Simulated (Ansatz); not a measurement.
# Mn3Si: the cost of one run

Method: DFT LDA, with the methods named in each step, in Ansatz 0.2.0.

## Step 1: Starting point

The structure is cubic, space group Fm-3m (No. 225). The conventional cell has a = 5.722 Å, b = 5.722 Å, c = 5.722 Å, α = 90.00°, β = 90.00°, γ = 90.00°. Around Mn (site symmetry m-3m) lie 8 Mn at 2.48 Å. Around Mn (site symmetry -43m) lie 4 Mn at 2.48 Å and 4 Si at 2.48 Å. Si (site symmetry m-3m) is surrounded by 8 Mn at 2.48 Å.

As a file:

```
Mn Si
1.0
     0.00000    2.86100    2.86100
     2.86100    0.00000    2.86100
     2.86100    2.86100    0.00000
Mn Si
3 1
Direct
  0.50000 0.50000 0.50000
  0.25000 0.25000 0.25000
  0.75000 0.75000 0.75000
  0.00000 0.00000 0.00000
```

In patterns such as +-, the signs follow the magnetic atoms in the order of the input.

Atoms are numbered in the order of the input: Mn1, Mn2, Mn3, Si4.

## Step 2: Parallel moments, PAW

File input.yaml:

```yaml
crystal:
  lattice:
    - [0.0, 2.861, 2.861]
    - [2.861, 0.0, 2.861]
    - [2.861, 2.861, 0.0]
  atoms:
    - { symbol: Mn, position: [0.5, 0.5, 0.5], spin: 4.0 }
    - { symbol: Mn, position: [0.25, 0.25, 0.25], spin: 4.0 }
    - { symbol: Mn, position: [0.75, 0.75, 0.75], spin: 4.0 }
    - { symbol: Si, position: [0.0, 0.0, 0.0] }
magnetization:
  spin_polarized: true
kpoints:
  mp_grid: { grid: [10, 10, 10] }
scf:
  occupations: { method: fermi_dirac, width: 0.05 }
  lower_state_search: "off"
hamiltonian:
  xc: lda
  pseudopotentials: { kind: paw }
output:
  forces: true
  stress: true
  eigenvalues: true
  populations: true
```

The run is started by

```sh
ansatz run input.yaml --threads 2 --pin off --max-ram 6144MiB --backend cpu --events-out ev --progress --plain --runs-dir out
```

**Question.** How long does this run take on 2 threads of Arm Neoverse V1, shared host, and how much memory does it need?

About 10 s, with a peak of 0.4 GiB.
